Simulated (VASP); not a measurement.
# TiN (Fm-3m) in VASP: band structure with PBE

Aim: the band structure of TiN with PBE.

Program: VASP 6.6.1. These are calculated values, not measurements. Logs are shortened: lines on timing, memory, paths and dates and some standing lists are left out, and cuts for length are marked.

## 1. The structure

Symmetry: Fm-3m, No. 225, cubic system. Conventional cell: a = 4.255 Å, b = 4.255 Å, c = 4.255 Å, α = 90.00°, β = 90.00°, γ = 90.00°. Ti (site symmetry m-3m) has 6 N at 2.13 Å as nearest neighbours. Around N (site symmetry m-3m) lie 6 Ti at 2.13 Å.

## 2. Band structure, PBE

INCAR

```
SYSTEM = TiN
  PREC = Accurate
  ENCUT = 520
  EDIFF = 1E-7
  ISMEAR = 0
  SIGMA = 0.02
  LREAL = .FALSE.
  LASPH = .TRUE.
  NELM = 80
  ALGO = Normal
  ISIF = 2
  LWAVE = .FALSE.
  LCHARG = .FALSE.
  LMAXMIX = 4
  GGA = PE
```

KPOINTS

```
regular mesh
0
G
  12 12 12
  0 0 0
```

POSCAR

```
TiN                                     
1.0
    0.0000000000      2.1276636383      2.1276636383
    2.1276636383      0.0000000000      2.1276636383
    2.1276636383      2.1276636383      0.0000000000
  Ti              N             
     1     1
Direct
     0.0000000000000000    0.0000000000000000    0.0000000000000000
     0.5000000000000000    0.5000000000000000    0.5000000000000000
```

KPOINTS_OPT

```
path GXWKGLUWLK,UX
10
line-mode
reciprocal
 0.0000000000  0.0000000000  0.0000000000  G
 0.5000000000  0.0000000000  0.5000000000  X

 0.5000000000  0.0000000000  0.5000000000  X
 0.5000000000  0.2500000000  0.7500000000  W

 0.5000000000  0.2500000000  0.7500000000  W
 0.3750000000  0.3750000000  0.7500000000  K

 0.3750000000  0.3750000000  0.7500000000  K
 0.0000000000  0.0000000000  0.0000000000  G

 0.0000000000  0.0000000000  0.0000000000  G
 0.5000000000  0.5000000000  0.5000000000  L

 0.5000000000  0.5000000000  0.5000000000  L
 0.6250000000  0.2500000000  0.6250000000  U

 0.6250000000  0.2500000000  0.6250000000  U
 0.5000000000  0.2500000000  0.7500000000  W

 0.5000000000  0.2500000000  0.7500000000  W
 0.5000000000  0.5000000000  0.5000000000  L

 0.5000000000  0.5000000000  0.5000000000  L
 0.3750000000  0.3750000000  0.7500000000  K

 0.6250000000  0.2500000000  0.6250000000  U
 0.5000000000  0.0000000000  0.5000000000  X
```

Potentials or basis: VASP PAW PBE potentials, release 64 (Ti, N).

Launch:

```bash
cat potpaw_PBE.64/Ti/POTCAR potpaw_PBE.64/N/POTCAR > POTCAR
mpirun -np 1 vasp_std > vasp.out
```

OUTCAR:

```text
SYSTEM = TiN
   PREC = Accurate
   ENCUT = 520
   EDIFF = 1E-7
   ISMEAR = 0
   LREAL = .FALSE.
   LASPH = .TRUE.
   NELM = 80
   ISIF = 2
   GGA = PE

 ion  position               nearest neighbor table
   1  0.000  0.000  0.000-   2 2.13   2 2.13   2 2.13   2 2.13   2 2.13   2 2.13
   2  0.500  0.500  0.500-   1 2.13   1 2.13   1 2.13   1 2.13   1 2.13   1 2.13

  LATTYP: Found a face centered cubic cell.
 ALAT       =     4.2553272766

  Lattice vectors:

 A1 = (   0.0000000000,   2.1276636383,   2.1276636383)
 A2 = (   2.1276636383,   0.0000000000,   2.1276636383)
 A3 = (   2.1276636383,   2.1276636383,   0.0000000000)

Analysis of symmetry for initial positions (statically):
=====================================================================
 Subroutine PRICEL returns:
 Original cell was already a primitive cell.

 Routine SETGRP: Setting up the symmetry group for a
 face centered cubic supercell.

 Subroutine GETGRP returns: Found 48 space group operations
 (whereof 48 operations were pure point group operations)
 out of a pool of 48 trial point group operations.

The static configuration has the point symmetry O_h .

Analysis of symmetry for dynamics (positions and initial velocities):
=====================================================================
 Subroutine PRICEL returns:
 Original cell was already a primitive cell.

 Routine SETGRP: Setting up the symmetry group for a
 face centered cubic supercell.

 Subroutine GETGRP returns: Found 48 space group operations
 (whereof 48 operations were pure point group operations)
 out of a pool of 48 trial point group operations.

The dynamic configuration has the point symmetry O_h .

 Subroutine INISYM returns: Found 48 space group operations
 (whereof 48 operations are pure point group operations),
 and found     1 'primitive' translations

----------------------------------------------------------------------------------------

                                     Primitive cell

  volume of cell :      19.2637

  direct lattice vectors                    reciprocal lattice vectors
     0.000000000  2.127663638  2.127663638    -0.234999551  0.234999551  0.234999551
     2.127663638  0.000000000  2.127663638     0.234999551 -0.234999551  0.234999551
     2.127663638  2.127663638  0.000000000     0.234999551  0.234999551 -0.234999551

  length of vectors
     3.008970773  3.008970773  3.008970773     0.407031162  0.407031162  0.407031162

  position of ions in fractional coordinates (direct lattice)
     0.000000000  0.000000000  0.000000000
     0.500000000  0.500000000  0.500000000

  ion indices of the primitive-cell ions
   primitive index   ion index
                 1           1
                 2           2

----------------------------------------------------------------------------------------

 KPOINTS: regular mesh

Automatic generation of k-mesh.
 Grid dimensions read from file:
 generate k-points for:   12   12   12

 Generating k-lattice:

  Cartesian coordinates                     Fractional coordinates (reciprocal lattice)
    -0.019583296  0.019583296  0.019583296     0.083333333  0.000000000  0.000000000
     0.019583296 -0.019583296  0.019583296     0.000000000  0.083333333  0.000000000
     0.019583296  0.019583296 -0.019583296     0.000000000  0.000000000  0.083333333

  Length of vectors
     0.033919264  0.033919264  0.033919264

  Shift w.r.t. Gamma in fractional coordinates (k-lattice)
     0.000000000  0.000000000  0.000000000

 Subroutine IBZKPT returns following result:
 ===========================================

 Found     72 irreducible k-points:

 Following reciprocal coordinates:
            Coordinates               Weight
  0.000000  0.000000  0.000000      1.000000
  0.083333  0.000000  0.000000      8.000000
  0.166667  0.000000  0.000000      8.000000
  0.250000  0.000000  0.000000      8.000000
  0.333333  0.000000  0.000000      8.000000
  0.416667  0.000000  0.000000      8.000000
[... 16 lines left out ...]
  0.500000  0.166667  0.000000     24.000000
 -0.416667  0.166667  0.000000     24.000000
 [... further k-points ...]
   k-points           NKPTS =     72   k-points in BZ     NKDIM =     72   number of bands    NBANDS=      8
   number of dos      NEDOS =    301   number of ions     NIONS =      2
   total plane-waves  NPLWV =  13824
   dimension x,y,z NGX =    24 NGY =   24 NGZ =   24
   dimension x,y,z NGXF=    48 NGYF=   48 NGZF=   48
   ions per type =               1   1
   NGX,Y,Z   is equivalent  to a cutoff of  13.26, 13.26, 13.26 a.u.
   NGXF,Y,Z  is equivalent  to a cutoff of  26.52, 26.52, 26.52 a.u.
 SYSTEM =  TiN
   PREC   = accura    normal or accurate (medium, high low for compatibility)
   ISTART =      0    job   : 0-new  1-cont  2-samecut
   ICHARG =      2    charge: 1-file 2-atom 10-const
   ISPIN  =      1    spin polarized calculation?
   LNONCOLLINEAR =      F non collinear calculations
   LSORBIT =      F    spin-orbit coupling
   LASPH  =      T    aspherical Exc in radial PAW
   ENCUT  =  520.0 eV  38.22 Ry    6.18 a.u.   5.59  5.59  5.59*2*pi/ulx,y,z
   NELM   =     80;   NELMIN=  2; NELMDL= -5     # of ELM steps
   EDIFF  = 0.1E-06   stopping-criterion for ELM
   LREAL  =      F    real-space projection
   EDIFFG = 0.1E-05   stopping-criterion for IOM
   NSW    =      0    number of steps for IOM
   IBRION =     -1    ionic relax: 0-MD 1-quasi-New 2-CG
   NFREE  =      0    steps in history (QN), initial steepest desc. (CG)
   ISIF   =      2    stress and relaxation
   ISYM   =      2    0-nonsym 1-usesym 2-fastsym
   POTIM  = 0.5000    time-step for ionic-motion
   TEBEG  =    0.0;   TEEND  =   0.0 temperature during run
   PSTRESS=    0.0 pullay stress
   NELECT =       9.0000    total number of electrons
   NUPDOWN=      -1.0000    fix difference up-down
   EMIN   =  10.00;   EMAX   =-10.00  energy-range for DOS
   EFERMI =   0.00;   METHOD = LEGACY
   ISMEAR =     0;   SIGMA  =   0.02  broadening in eV -4-tet -1-fermi 0-gaus
   EFERMI_NEDOS =   21; number of points for ismear=-14 and -15
   IALGO  =     38    algorithm
   IMIX   =      4    mixing-type and parameters
     AMIX     =   0.40;   BMIX     =  1.00
     AMIX_MAG =   1.60;   BMIX_MAG =  1.00
  volume/ion in A,a.u.               =       9.63        65.00
  Fermi-wavevector in a.u.,A,eV,Ry     =   1.270309  2.400536 21.955516  1.613685
  Thomas-Fermi vector in A             =   2.403303
   LORBIT       =      0    0 simple, 1 ext, 2 COOP (PROOUT), +10 PAW based schemes
   GGA     = PE    functional components
   LHFCALC =     F    Hartree Fock is set to
   AEXX    =    0.0000 exact exchange contribution
   IVDW    =     0    specifies the selected vdW correction
   LEPSILON=     F    determine dielectric tensor
   LRPA    =     F    only Hartree local field effects (RPA)
 non-spin polarized calculation
 Gauss-broadening in eV      SIGMA  =   0.02
  energy-cutoff  :      520.00
  volume of cell :       19.26
 maximum number of plane-waves:       533
 NGX is ok and might be reduce to    24
   NGX = 11   NGY = 11   NGZ = 11

 number of electron       8.9999999 magnetization

 Free energy of the ion-electron system (eV)
  ---------------------------------------------------
  ext. energy  EPLUGINS =         0.00000000
  ---------------------------------------------------
  free energy    TOTEN  =       -19.44877738 eV

  energy without entropy =      -19.44844211  energy(sigma->0) =      -19.44860975

 E-fermi :   6.4215     XC(G=0): -12.5830

 val. band max:        6.3975558428   @ k =   0.1667   0.0000   0.0000
 cond. band min:       6.4239911234   @ k =   0.5000   0.2500   0.0833
 fundamental gap:      0.0264352806
 Fermi energy:         6.4215318056

 k-point     1 :       0.0000    0.0000    0.0000
  band No.  band energies     occupation
      1     -10.5299      2.00000
      2       4.5843      2.00000
      3       4.5843      2.00000
      4       4.5843      2.00000
      5       5.8408      2.00000
      6       5.8408      2.00000
      7       5.8408      2.00000
      8       6.9776      0.00000

 k-point     2 :       0.0833    0.0000    0.0000
  band No.  band energies     occupation
      1     -10.4087      2.00000
      2       3.8350      2.00000
      3       4.0190      2.00000
      4       4.0190      2.00000
      5       6.0271      2.00000
      6       6.0271      2.00000
      7       6.2171      2.00000
      8       7.5696      0.00000

 k-point     3 :       0.1667    0.0000    0.0000
  band No.  band energies     occupation
      1     -10.0622      2.00000
      2       2.4823      2.00000
      3       3.0904      2.00000
      4       3.0904      2.00000
      5       6.3976      1.91000
      6       6.3976      1.90999
      7       6.6951      0.00000
      8       8.7304      0.00000

 k-point     4 :       0.2500    0.0000    0.0000
  band No.  band energies     occupation
      1      -9.5439      2.00000
      2       1.0571      2.00000
      3       2.2543      2.00000
      4       2.2543      2.00000
      5       6.9015      0.00000
      6       6.9015      0.00000
      7       7.1838      0.00000
      8       9.9452      0.00000

 k-point     5 :       0.3333    0.0000    0.0000
  band No.  band energies     occupation
      1      -8.9515      2.00000
      2      -0.2127      2.00000
      3       1.6183      2.00000
      4       1.6183      2.00000
      5       7.4474      0.00000
      6       7.4474      0.00000
      7       7.7753      0.00000
      8      11.0097      0.00000

 k-point     6 :       0.4167    0.0000    0.0000
  band No.  band energies     occupation
      1      -8.4451      2.00000
      2      -1.1286      2.00000
      3       1.2241      2.00000
      4       1.2241      2.00000
      5       7.8846      0.00000
      6       7.8846      0.00000
      7       8.4098      0.00000
      8      11.7647      0.00000

 k-point     7 :       0.5000    0.0000    0.0000
  band No.  band energies     occupation
      1      -8.2366      2.00000
      2      -1.4730      2.00000
      3       1.0907      2.00000
      4       1.0907      2.00000
      5       8.0543      0.00000
      6       8.0543      0.00000
      7       8.7377      0.00000
      8      12.0460      0.00000
[... 133 lines left out ...]
 k-point    20 :       0.2500    0.1667    0.0000
  band No.  band energies     occupation
      1      -9.6467      2.00000
      2       0.8946      2.00000
      3       2.9871      2.00000
      4       3.1924      2.00000
      5       5.2247      2.00000
      6       7.3873      0.00000
      7       7.8696      0.00000
      8       8.2269      0.00000

 k-point    21 :       0.3333    0.1667    0.0000
  band No.  band energies     occupation
      1      -9.2243      2.00000
      2       0.2487      2.00000
      3       2.0786      2.00000
      4       2.5527      2.00000
      5       5.6981      2.00000
      6       7.7954      0.00000
      7       8.2363      0.00000
      8       9.1515      0.00000

 k-point    22 :       0.4167    0.1667    0.0000
  band No.  band energies     occupation
      1      -8.7919      2.00000
      2      -0.3266      2.00000
      3       1.4001      2.00000
      4       1.9570      2.00000
      5       6.3344      2.00000
      6       8.1355      0.00000
      7       8.5439      0.00000
      8      10.1171      0.00000

 k-point    23 :       0.5000    0.1667    0.0000
  band No.  band energies     occupation
      1      -8.4748      2.00000
      2      -0.7637      2.00000
      3       1.0992      2.00000
      4       1.5213      2.00000
      5       7.0547      0.00000
      6       8.2014      0.00000
      7       8.6462      0.00000
      8      11.0375      0.00000

 k-point    24 :      -0.4167    0.1667    0.0000
  band No.  band energies     occupation
      1      -8.3947      2.00000
      2      -0.8920      2.00000
      3       1.1324      2.00000
      4       1.2939      2.00000
      5       7.6690      0.00000
      6       7.9618      0.00000
      7       8.4995      0.00000
      8      10.7729      0.00000

 [... further k-points ...]

------------------------ aborting loop because EDIFF is reached ----------------------------------------

  FORCE on cell =-STRESS in cart. coord.  units (eV):
  Direction    XX          YY          ZZ          XY          YZ          ZX
  --------------------------------------------------------------------------------------
  -------------------------------------------------------------------------------------
  Total        0.0020723      0.0020723      0.0020723     -0.0000000     -0.0000000      0.0000000
  in kB        0.1723579      0.1723579      0.1723579     -0.0000000     -0.0000000      0.0000000
  external PRESSURE =       0.1723579 kB  Pullay stress =       0.0000000 kB

 VOLUME and BASIS-vectors are now :
 -----------------------------------------------------------------------------
  energy-cutoff  :      520.00
  volume of cell :       19.26
      direct lattice vectors                 reciprocal lattice vectors
     0.000000000  2.127663638  2.127663638    -0.234999551  0.234999551  0.234999551
     2.127663638  0.000000000  2.127663638     0.234999551 -0.234999551  0.234999551
     2.127663638  2.127663638  0.000000000     0.234999551  0.234999551 -0.234999551

 POSITION                                       TOTAL-FORCE (eV/Angst)
 -----------------------------------------------------------------------------------
      0.00000      0.00000      0.00000         0.000000      0.000000      0.000000
      2.12766      2.12766      2.12766        -0.000000     -0.000000      0.000000
 -----------------------------------------------------------------------------------
    total drift:                               -0.000000     -0.000000      0.000000

  FREE ENERGIE OF THE ION-ELECTRON SYSTEM (eV)
  ---------------------------------------------------
  free  energy   TOTEN  =       -19.4487773841 eV

  energy  without entropy=      -19.4484421072  energy(sigma->0) =      -19.44860975
```

It took 14 s on 1 thread of Intel Xeon Platinum 8488C (Sapphire Rapids), shared host; peak memory 0.14 GiB.

Results:

- Free energy: -19.4488 eV
- Pressure: 0.0 GPa
- Band gap along the path: none (metal or under the smearing width)

Levels at the corners of the path, in eV from the Fermi level:
| point | band 1 | band 2 | band 3 | band 4 | band 5 | band 6 | band 7 | band 8 |
| --- | --- | --- | --- | --- | --- | --- | --- | --- |
| Γ | -16.95 | -1.84 | -1.84 | -1.84 | -0.58 | -0.58 | -0.58 | 0.56 |
| X | -15.52 | -5.71 | -3.06 | -3.06 | -2.95 | 1.58 | 2.31 | 2.31 |
| X | -15.52 | -5.71 | -3.06 | -3.06 | -2.95 | 1.58 | 2.31 | 2.31 |
| W | -15.12 | -5.34 | -5.34 | -5.20 | 0.95 | 0.95 | 2.31 | 3.01 |
| W | -15.12 | -5.34 | -5.34 | -5.20 | 0.95 | 0.95 | 2.31 | 3.01 |
| K | -15.16 | -5.66 | -5.59 | -4.31 | -0.39 | 1.92 | 2.26 | 3.48 |
| K | -15.16 | -5.66 | -5.59 | -4.31 | -0.39 | 1.92 | 2.26 | 3.48 |
| Γ | -16.95 | -1.84 | -1.84 | -1.84 | -0.58 | -0.58 | -0.58 | 0.56 |
| Γ | -16.95 | -1.84 | -1.84 | -1.84 | -0.58 | -0.58 | -0.58 | 0.56 |
| L | -14.66 | -7.89 | -5.33 | -5.33 | 1.63 | 1.63 | 2.32 | 5.62 |
| L | -14.66 | -7.89 | -5.33 | -5.33 | 1.63 | 1.63 | 2.32 | 5.62 |
| U | -15.16 | -5.66 | -5.59 | -4.31 | -0.39 | 1.92 | 2.26 | 3.48 |
| U | -15.16 | -5.66 | -5.59 | -4.31 | -0.39 | 1.92 | 2.26 | 3.48 |
| W | -15.12 | -5.34 | -5.34 | -5.20 | 0.95 | 0.95 | 2.31 | 3.01 |
| W | -15.12 | -5.34 | -5.34 | -5.20 | 0.95 | 0.95 | 2.31 | 3.01 |
| L | -14.66 | -7.89 | -5.33 | -5.33 | 1.63 | 1.63 | 2.32 | 5.62 |
| L | -14.66 | -7.89 | -5.33 | -5.33 | 1.63 | 1.63 | 2.32 | 5.62 |
| K | -15.16 | -5.66 | -5.59 | -4.31 | -0.39 | 1.92 | 2.26 | 3.48 |
| U | -15.16 | -5.66 | -5.59 | -4.31 | -0.39 | 1.92 | 2.26 | 3.48 |
| X | -15.52 | -5.71 | -3.06 | -3.06 | -2.95 | 1.58 | 2.31 | 2.31 |
